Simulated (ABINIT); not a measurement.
Crystal: Hf.

```
CELL_PARAMETERS angstrom
2.91381 0.00000 0.00000
0.00000 2.91381 0.00000
0.00000 0.00000 2.91381
ATOMIC_POSITIONS crystal
Hf 0.50000 0.50000 0.50000
```

The cell was built by a generator and needn't be a form met in nature.

Base run:

- Program: ABINIT 10.8.3 (patched build)
- Functional: RPBE
- Potentials or basis: JTH PAW PBE v2.0
- Cutoff: 626 eV
- k mesh: 9 × 9 × 9
- Occupations: fermi-dirac, width 0.05 eV
- Spin: no spin polarisation

Its results: band gap on the k mesh none (metal or under the smearing width); pressure 2.1 GPa.

**Question.** The run is repeated on the same cell with these changes: functional from RPBE to PBE. What comes out?

**Answer.** Band gap on the k mesh none (metal or under the smearing width); pressure -0.2 GPa.

PBE binds more tightly than RPBE, so the same cell stands under less pressure.

Caveats: the PAW data sets were made with another functional, which shifts forces and pressure a little (some runs).
